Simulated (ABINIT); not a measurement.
Runs of ABINIT 10.8.3 (patched build) on MgB2. It takes space group P6/mmm (No. 191, hexagonal). Conventional cell: a = 3.085 Å, b = 3.085 Å, c = 3.523 Å, α = 90.00°, β = 90.00°, γ = 120.00°. Around Mg (site symmetry 6/mmm) lie 12 B at 2.51 Å. Around B (site symmetry -6m2) lie 3 B at 1.78 Å. 

```tsv
task	level	potentials or basis	cell	k mesh	cutoff (eV)	fine-grid cutoff	cell freedom (optcell)	cutoff smearing ecutsm (Ha)	optimiser (ionmov)	force stop (Ha/bohr)	mesh quality	gap on the mesh (eV)	pressure (GPa)	V0 of scaled cells (Å³/atom)	relaxed volume (Å³/atom)	B0 (GPa)
single point	r2SCAN	JTH PAW PBE v2.0	as given	6 × 6 × 5	626	1224.51 eV	-	-	-	-	coarse	none	-	-	-	-
equation of state	LDA	JTH PAW LDA v2.0	as given	10 × 10 × 8	571	1142.88 eV	-	-	-	-	not flagged	-	-	9.22	-	164
relaxation of cell and atoms	rPW86PBE	JTH PAW PBE v2.0	relaxed	10 × 10 × 8	517	1034.03 eV	2	0.5	22	0.0002	not flagged	none	0.0	-	9.70	-
equation of state	PBE	JTH PAW PBE v2.0	as given	10 × 10 × 8	517	1034.03 eV	-	-	-	-	not flagged	-	-	9.63	-	152
equation of state	PBE	JTH PAW PBE v2.0	as given	10 × 10 × 8	680	1278.94 eV	-	-	-	-	not flagged	-	-	9.63	-	152
band structure	PBEsol	PseudoDojo NC SR PBEsol v0.4 stringent	as given	10 × 10 × 8	1143	-	-	-	-	-	not flagged	none	(a)	-	-	-
single point	PBE	JTH PAW PBE v2.0	as given	13 × 13 × 10	517	1034.03 eV	-	-	-	-	not flagged	none	-1.4	-	-	-
relaxation of cell and atoms	revPBE+D3(BJ)	JTH PAW PBE v2.0	relaxed	10 × 10 × 8	517	1034.03 eV	2	0.5	2	0.0002	not flagged	none	0.0	-	(b)	-
```

Alike in all rows: no spin polarisation; smearing fermi-dirac 0.05 eV.

Estimate the missing entries.

(a) -2.7; (b) 9.15.

Caveats: some runs use coarse meshes; the PAW data sets were made with another functional, which shifts forces and pressure a little (some runs); pressures at fixed basis lie under the slope of the energies (some runs); the cell was scaled at fixed shape and fractional positions, which overstates the stiffness of a crystal with free parameters, most of all of layers and chains (some runs); pairwise dispersion overbinds metals, which lowers pressure and volume (some runs).

A k mesh can miss the band edges.

A gap of «none» marks a metal or a gap under the smearing width.

Not every run made on this cell is shown here.
